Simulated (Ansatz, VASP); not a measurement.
Given: the input of a run of VASP 6.6.1 on S.

The input INCAR:

```
ALGO = Normal
EDIFF = 1E-7
ENCUT = 520
GGA = PE
ISIF = 2
ISMEAR = -1
LASPH = True
LCHARG = False
LREAL = False
LWAVE = False
NBANDS = 27
NELM = 60
PREC = Accurate
SIGMA = 0.05
```

File KPOINTS:

```
k-points
0
Gamma
  7 7 7
```

Contents of POSCAR:

```
S
1.0
    5.4090000000      3.1228876060      1.4266666667
   -5.4090000000      3.1228876060      1.4266666667
    0.0000000000     -6.2457752121      1.4266666667
S
6
Direct
    0.8499030000      0.0798610000      0.7385190000
    0.0734610000      0.7423870000      0.8431720000
    0.7521740000      0.8558790000      0.0841490000
    0.1380250000      0.9066520000      0.2376390000
    0.9225940000      0.2508710000      0.1478810000
    0.2533390000      0.1540900000      0.9204590000
```

Potentials or basis: VASP PAW PBE potentials, release 64 (S).

Command:

```console
$ cat potpaw_PBE.64/S/POTCAR > POTCAR
$ mpirun -np 1 vasp_std > vasp.out
```

Set up the same calculation for Ansatz 0.2.0. Potentials there: Ansatz PAW.

As run (the cutoff follows the program's own potentials):

The input input.yaml:

```yaml
crystal:
  lattice:
    - [5.409, 3.122887606, 1.4266666667]
    - [-5.409, 3.122887606, 1.4266666667]
    - [0.0, -6.2457752121, 1.4266666667]
  atoms:
    - { symbol: S, position: [0.849903, 0.079861, 0.738519] }
    - { symbol: S, position: [0.073461, 0.742387, 0.843172] }
    - { symbol: S, position: [0.752174, 0.855879, 0.084149] }
    - { symbol: S, position: [0.138025, 0.906652, 0.237639] }
    - { symbol: S, position: [0.922594, 0.250871, 0.147881] }
    - { symbol: S, position: [0.253339, 0.15409, 0.920459] }
hamiltonian:
  xc: pbe
  pseudopotentials: { kind: paw }
kpoints:
  mp_grid: { grid: [7, 7, 7] }
scf:
  occupations: { method: fermi_dirac, width: 0.05 }
output:
  forces: true
  stress: true
  eigenvalues: true
```

Potentials or basis: Ansatz PAW.

Command:

```bash
$ ansatz run input.yaml --threads 2 --pin off --max-ram 5120MiB --backend cpu --events-out ev --progress --plain --runs-dir out
```

Both were run:

|  | VASP | Ansatz | Ansatz less VASP |
| --- | --- | --- | --- |
| gap on the k mesh at the Fermi level (eV) | 2.15 | 2.10 | -0.048 |
| least direct gap on the mesh (eV) | 2.24 | 2.19 | -0.047 |
| pressure (GPa) | 2.6 | 3.2 | +0.59 |
| largest component of the traceless stress (GPa) | 1.12 | 1.25 | +0.135 |
| rms of the force components (eV/Å) | 0.301 | 0.365 | +0.0636 |

Atom by atom the forces differ by 0.088 eV/Å (rms over components).

Caveats: an odd mesh through Γ misses points on the zone boundary, where band edges often lie (VASP); odd divisions of the mesh miss points on the zone boundary, where band edges often lie, so the gap on the mesh can be too wide (Ansatz).
